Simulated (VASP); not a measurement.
# BAs (F-43m) in VASP: further runs, part 2 of 3

VASP 6.6.1.

## (3) Relaxation of cell and atoms, PBE

This run uses another cell than the first one, of 13.97 Å³/atom, 1.025 times its volume.

File INCAR:

```
PREC = Accurate
ENCUT = 600
EDIFF = 1E-7
ISMEAR = 0
SIGMA = 0.03
LREAL = False
LASPH = True
NELM = 80
ALGO = Normal
ISIF = 3
LWAVE = False
LCHARG = False
GGA = PE
IBRION = 2
NSW = 90
EDIFFG = -0.005
```

File KPOINTS:

```
Automatic mesh
0
Gamma
  10 10 10
```

File POSCAR:

```
BAs                                     
1.0
    0.0000000000      2.4081703798      2.4081703798
    2.4081703798      0.0000000000      2.4081703798
    2.4081703798      2.4081703798      0.0000000000
  B               As            
     1     1
Direct
     0.0000000000000000    0.0000000000000000    0.0000000000000000
     0.2500000000000000    0.2500000000000000    0.2500000000000000
```

Potentials or basis: VASP PAW PBE potentials, release 64 (B, As).

On the command line:

```sh
$ cat potpaw_PBE.64/B/POTCAR potpaw_PBE.64/As/POTCAR > POTCAR
$ mpirun -np 1 vasp_std > vasp.out
```

OUTCAR:

```text
PREC = Accurate
   ENCUT = 600
   EDIFF = 1E-7
   ISMEAR = 0
   LREAL = False
   LASPH = True
   NELM = 80
   ISIF = 3
   GGA = PE
   IBRION = 2
   NSW = 90
   EDIFFG = -0.005

 ion  position               nearest neighbor table
   1  0.000  0.000  0.000-   2 2.09   2 2.09   2 2.09   2 2.09
   2  0.250  0.250  0.250-   1 2.09   1 2.09   1 2.09   1 2.09

  LATTYP: Found a face centered cubic cell.
 ALAT       =     4.8163407596

  Lattice vectors:

 A1 = (   0.0000000000,   2.4081703798,   2.4081703798)
 A2 = (   2.4081703798,   0.0000000000,   2.4081703798)
 A3 = (   2.4081703798,   2.4081703798,   0.0000000000)

Analysis of symmetry for initial positions (statically):
=====================================================================
 Subroutine PRICEL returns:
 Original cell was already a primitive cell.

 Routine SETGRP: Setting up the symmetry group for a
 face centered cubic supercell.

 Subroutine GETGRP returns: Found 24 space group operations
 (whereof 24 operations were pure point group operations)
 out of a pool of 48 trial point group operations.

The static configuration has the point symmetry T_d .

Analysis of symmetry for dynamics (positions and initial velocities):
=====================================================================
 Subroutine PRICEL returns:
 Original cell was already a primitive cell.

 Routine SETGRP: Setting up the symmetry group for a
 face centered cubic supercell.

 Subroutine GETGRP returns: Found 24 space group operations
 (whereof 24 operations were pure point group operations)
 out of a pool of 48 trial point group operations.

The dynamic configuration has the point symmetry T_d .

 Subroutine INISYM returns: Found 24 space group operations
 (whereof 24 operations are pure point group operations),
 and found     1 'primitive' translations

----------------------------------------------------------------------------------------

                                     Primitive cell

  volume of cell :      27.9313

  direct lattice vectors                    reciprocal lattice vectors
     0.000000000  2.408170380  2.408170380    -0.207626505  0.207626505  0.207626505
     2.408170380  0.000000000  2.408170380     0.207626505 -0.207626505  0.207626505
     2.408170380  2.408170380  0.000000000     0.207626505  0.207626505 -0.207626505

  length of vectors
     3.405667212  3.405667212  3.405667212     0.359619656  0.359619656  0.359619656

  position of ions in fractional coordinates (direct lattice)
     0.000000000  0.000000000  0.000000000
     0.250000000  0.250000000  0.250000000

  ion indices of the primitive-cell ions
   primitive index   ion index
                 1           1
                 2           2

----------------------------------------------------------------------------------------

 KPOINTS: Automatic mesh

Automatic generation of k-mesh.
 Grid dimensions read from file:
 generate k-points for:   10   10   10

 Generating k-lattice:

  Cartesian coordinates                     Fractional coordinates (reciprocal lattice)
    -0.020762651  0.020762651  0.020762651     0.100000000  0.000000000  0.000000000
     0.020762651 -0.020762651  0.020762651     0.000000000  0.100000000  0.000000000
     0.020762651  0.020762651 -0.020762651     0.000000000  0.000000000  0.100000000

  Length of vectors
     0.035961966  0.035961966  0.035961966

  Shift w.r.t. Gamma in fractional coordinates (k-lattice)
     0.000000000  0.000000000  0.000000000

 Subroutine IBZKPT returns following result:
 ===========================================

 Found     47 irreducible k-points:

 Following reciprocal coordinates:
            Coordinates               Weight
  0.000000  0.000000  0.000000      1.000000
  0.100000  0.000000  0.000000      8.000000
  0.200000  0.000000  0.000000      8.000000
  0.300000  0.000000  0.000000      8.000000
  0.400000  0.000000  0.000000      8.000000
  0.500000  0.000000  0.000000      4.000000
[... 16 lines left out ...]
  0.300000  0.300000  0.000000      6.000000
  0.400000  0.300000  0.000000     24.000000
 [... further k-points ...]
   k-points           NKPTS =     47   k-points in BZ     NKDIM =     47   number of bands    NBANDS=      8
   number of dos      NEDOS =    301   number of ions     NIONS =      2
   total plane-waves  NPLWV =  21952
   dimension x,y,z NGX =    28 NGY =   28 NGZ =   28
   dimension x,y,z NGXF=    56 NGYF=   56 NGZF=   56
   ions per type =               1   1
   NGX,Y,Z   is equivalent  to a cutoff of  13.67, 13.67, 13.67 a.u.
   NGXF,Y,Z  is equivalent  to a cutoff of  27.34, 27.34, 27.34 a.u.
 SYSTEM =  unknown system
   PREC   = accura    normal or accurate (medium, high low for compatibility)
   ISTART =      0    job   : 0-new  1-cont  2-samecut
   ICHARG =      2    charge: 1-file 2-atom 10-const
   ISPIN  =      1    spin polarized calculation?
   LNONCOLLINEAR =      F non collinear calculations
   LSORBIT =      F    spin-orbit coupling
   LASPH  =      T    aspherical Exc in radial PAW
   ENCUT  =  600.0 eV  44.10 Ry    6.64 a.u.   6.80  6.80  6.80*2*pi/ulx,y,z
   NELM   =     80;   NELMIN=  2; NELMDL= -5     # of ELM steps
   EDIFF  = 0.1E-06   stopping-criterion for ELM
   LREAL  =      F    real-space projection
   EDIFFG = -.5E-02   stopping-criterion for IOM
   NSW    =     90    number of steps for IOM
   IBRION =      2    ionic relax: 0-MD 1-quasi-New 2-CG
   NFREE  =      1    steps in history (QN), initial steepest desc. (CG)
   ISIF   =      3    stress and relaxation
   ISYM   =      2    0-nonsym 1-usesym 2-fastsym
   POTIM  = 0.5000    time-step for ionic-motion
   TEBEG  =    0.0;   TEEND  =   0.0 temperature during run
   PSTRESS=    0.0 pullay stress
   NELECT =       8.0000    total number of electrons
   NUPDOWN=      -1.0000    fix difference up-down
   EMIN   =  10.00;   EMAX   =-10.00  energy-range for DOS
   EFERMI =   0.00;   METHOD = LEGACY
   ISMEAR =     0;   SIGMA  =   0.03  broadening in eV -4-tet -1-fermi 0-gaus
   EFERMI_NEDOS =   21; number of points for ismear=-14 and -15
   IALGO  =     38    algorithm
   IMIX   =      4    mixing-type and parameters
     AMIX     =   0.40;   BMIX     =  1.00
     AMIX_MAG =   1.60;   BMIX_MAG =  1.00
  volume/ion in A,a.u.               =      13.97        94.24
  Fermi-wavevector in a.u.,A,eV,Ry     =   1.079131  2.039262 15.844315  1.164524
  Thomas-Fermi vector in A             =   2.215088
   LORBIT       =      0    0 simple, 1 ext, 2 COOP (PROOUT), +10 PAW based schemes
   GGA     = PE    functional components
   LHFCALC =     F    Hartree Fock is set to
   AEXX    =    0.0000 exact exchange contribution
   IVDW    =     0    specifies the selected vdW correction
   LEPSILON=     F    determine dielectric tensor
   LRPA    =     F    only Hartree local field effects (RPA)
 conjugate gradient relaxation of ions
 non-spin polarized calculation
 Gauss-broadening in eV      SIGMA  =   0.03
  energy-cutoff  :      600.00
  volume of cell :       27.93
 maximum number of plane-waves:       951
   NGX = 13   NGY = 13   NGZ = 13

 number of electron       8.0000000 magnetization

 Free energy of the ion-electron system (eV)
  ---------------------------------------------------
  ext. energy  EPLUGINS =         0.00000000
  ---------------------------------------------------
  free energy    TOTEN  =       -11.41453099 eV

  energy without entropy =      -11.41453099  energy(sigma->0) =      -11.41453099

 E-fermi :   6.0542     XC(G=0): -10.4779

 val. band max:        5.8569605792   @ k =   0.0000   0.0000   0.0000
 cond. band min:       7.0579142579   @ k =   0.4000   0.4000   0.0000
 fundamental gap:      1.2009536787
 Fermi energy:         6.0542248076

 k-point     1 :       0.0000    0.0000    0.0000
  band No.  band energies     occupation
      1      -9.3217      2.00000
      2       5.8570      2.00000
      3       5.8570      2.00000
      4       5.8570      2.00000
      5       9.1030      0.00000
      6       9.1030      0.00000
      7       9.1030      0.00000
      8      10.2333      0.00000
[... 243 lines left out ...]
 k-point    24 :       0.4000    0.3000    0.0000
  band No.  band energies     occupation
      1      -6.7447      2.00000
      2      -0.5349      2.00000
      3       1.9823      2.00000
      4       2.4595      2.00000
      5       7.5661      0.00000
      6       9.2434      0.00000
      7      14.5188      0.00000
      8      14.7645      0.00000

 [... further k-points ...]
[... 5 lines left out ...]
  --------------------------------------------------------------------------------------
  -------------------------------------------------------------------------------------
  Total        0.0008079      0.0008079      0.0008079      0.0000000      0.0000000      0.0000000
  in kB        0.0463438      0.0463438      0.0463438      0.0000000      0.0000000      0.0000000
  external PRESSURE =       0.0463438 kB  Pullay stress =       0.0000000 kB

 VOLUME and BASIS-vectors are now :
 -----------------------------------------------------------------------------
  energy-cutoff  :      600.00
  volume of cell :       27.93
      direct lattice vectors                 reciprocal lattice vectors
     0.000000000  2.408170380  2.408170380    -0.207626505  0.207626505  0.207626505
     2.408170380  0.000000000  2.408170380     0.207626505 -0.207626505  0.207626505
     2.408170380  2.408170380  0.000000000     0.207626505  0.207626505 -0.207626505

 POSITION                                       TOTAL-FORCE (eV/Angst)
 -----------------------------------------------------------------------------------
      0.00000      0.00000      0.00000         0.000000      0.000000     -0.000000
      1.20409      1.20409      1.20409        -0.000000     -0.000000      0.000000
 -----------------------------------------------------------------------------------
    total drift:                               -0.000000     -0.000000     -0.000000

  FREE ENERGIE OF THE ION-ELECTRON SYSTEM (eV)
  ---------------------------------------------------
  free  energy   TOTEN  =       -11.4145309863 eV

  energy  without entropy=      -11.4145309863  energy(sigma->0) =      -11.41453099

 reached required accuracy - stopping structural energy minimisation
```

OSZICAR:

```text
N       E                     dE             d eps       ncg     rms          rms(c)
DAV:   1     0.153223217879E+02    0.15322E+02   -0.42122E+03   752   0.979E+02
DAV:   2    -0.116144449059E+02   -0.26937E+02   -0.26020E+02  1144   0.113E+02
DAV:   3    -0.120066087204E+02   -0.39216E+00   -0.39216E+00   872   0.181E+01
DAV:   4    -0.120072951765E+02   -0.68646E-03   -0.68646E-03  1104   0.784E-01
DAV:   5    -0.120072954303E+02   -0.25378E-06   -0.25378E-06   864   0.116E-02    0.476E+00
DAV:   6    -0.114746990027E+02    0.53260E+00   -0.17539E+00   784   0.678E+00    0.236E+00
DAV:   7    -0.114206775097E+02    0.54021E-01   -0.18778E-01  1064   0.264E+00    0.938E-01
DAV:   8    -0.114140152434E+02    0.66623E-02   -0.21242E-02   808   0.102E+00    0.112E-01
DAV:   9    -0.114143401832E+02   -0.32494E-03   -0.61438E-04   968   0.199E-01    0.626E-02
DAV:  10    -0.114145255833E+02   -0.18540E-03   -0.29559E-04   864   0.127E-01    0.159E-02
DAV:  11    -0.114145312705E+02   -0.56872E-05   -0.11486E-05  1144   0.266E-02    0.130E-02
DAV:  12    -0.114145309780E+02    0.29254E-06   -0.24988E-06   808   0.112E-02    0.221E-03
DAV:  13    -0.114145309863E+02   -0.82886E-08   -0.77513E-08   712   0.226E-03
   1 F= -.11414531E+02 E0= -.11414531E+02  d E =-.114145E+02
```

It took 12 s on 1 thread of Intel Xeon Platinum 8259CL at 2.50GHz (Skylake/Cascade Lake), shared host; peak memory 0.16 GiB.

What came out:

```
Free energy             : -11.4145 eV
Pressure after relaxing : 0.0 GPa
Band gap on the k mesh  : 1.20 eV, indirect (least direct gap 3.25 eV)
```

Final structure:
```
B As
1.0
     0.00000    2.40817    2.40817
     2.40817    0.00000    2.40817
     2.40817    2.40817    0.00000
B As
1 1
Cartesian
  0.0000 0.0000 0.0000
  1.2041 1.2041 1.2041
```

Levels at points of the mesh, in eV from the valence-band top:
```
           k point  band 1  band 2  band 3  band 4  band 5  band 6  band 7  band 8
(0.00, 0.00, 0.00)  -15.18    0.00    0.00    0.00    3.25    3.25    3.25    4.38
(0.50, 0.00, 0.00)  -12.40   -8.61   -1.78   -1.78    2.55    4.75    4.75    8.82
(0.50, 0.50, 0.00)  -11.12   -8.39   -3.98   -3.98    1.46    1.46   11.13   11.13
```

Caveat: the relaxation stopped at its first step, so nothing moved. As with any semilocal functional, this PBE gap is likely too small.

## (4) Relaxation of cell and atoms, r2SCAN

File INCAR:

```
SYSTEM = BAs
PREC = Accurate
ENCUT = 600
EDIFF = 1E-6
ISMEAR = 0
SIGMA = 0.03
LREAL = .False.
LASPH = .True.
NELM = 80
ALGO = Normal
ISIF = 3
LWAVE = .False.
LCHARG = .False.
METAGGA = R2SCAN
LMIXTAU = .True.
IBRION = 2
NSW = 90
EDIFFG = -0.01
```

File KPOINTS:

```
regular mesh
0
Gamma
  10 10 10
  0 0 0
```

File POSCAR:

```
BAs
1.0
    0.0000000000      2.3885000000      2.3885000000
    2.3885000000      0.0000000000      2.3885000000
    2.3885000000      2.3885000000      0.0000000000
B As
1 1
Direct
    0.0000000000      0.0000000000      0.0000000000
    0.2500000000      0.2500000000      0.2500000000
```

On the command line:

```sh
$ cat potpaw_PBE.64/B/POTCAR potpaw_PBE.64/As/POTCAR > POTCAR
$ mpirun -np 1 vasp_std > vasp.out
```

Run time: 98 s. Hardware: 1 thread of Intel Xeon Platinum 8559C (Emerald Rapids), shared host; peak memory 0.17 GiB.

Results (log left out):

```
Free energy                            : -22.2575 eV
Relaxed volume                         : 13.71 Å³/atom
Relaxed cell                           : a = 3.384 Å, b = 3.384 Å, c = 3.384 Å, α = 60.00°, β = 60.00°, γ = 60.00°
Space group after relaxing (to 0.05 Å) : F-43m (No. 216)
Energy gained by relaxing              : 0.2 meV/atom
Ionic steps                            : 3
Pressure after relaxing                : 0.0 GPa
Band gap on the k mesh                 : 1.38 eV, indirect (least direct gap 3.44 eV)
```

Step by step:
| step | energy change (eV) | largest force (eV/Å) | pressure (GPa) | volume (Å³) |
| --- | --- | --- | --- | --- |
| 1 | 0.0000 | 0.0000 | 0.86 | 27.25 |
| 2 | -0.0002 | 0.0000 | -0.65 | 27.54 |
| 3 | -0.0004 | 0.0000 | 0.01 | 27.41 |

Final structure:
```
CELL_PARAMETERS angstrom
0.00000 2.39318 2.39318
2.39318 0.00000 2.39318
2.39318 2.39318 0.00000
ATOMIC_POSITIONS crystal
B 0.00000 0.00000 0.00000
As 0.25000 0.25000 0.25000
```

Levels at points of the mesh, in eV from the valence-band top:
```tsv
k point	band 1	band 2	band 3	band 4	band 5	band 6	band 7	band 8
(0.00, 0.00, 0.00)	-16.10	0.00	0.00	0.00	3.44	3.44	3.44	5.07
(0.50, 0.00, 0.00)	-13.10	-9.20	-1.93	-1.93	2.94	5.05	5.05	9.56
(0.50, 0.50, 0.00)	-11.67	-9.03	-4.28	-4.28	1.62	1.70	12.10	12.10
```

Caveat: the PAW data sets were made with another functional, which shifts forces and pressure a little. A k mesh can miss the band edges.

[end of part 2 of 3]
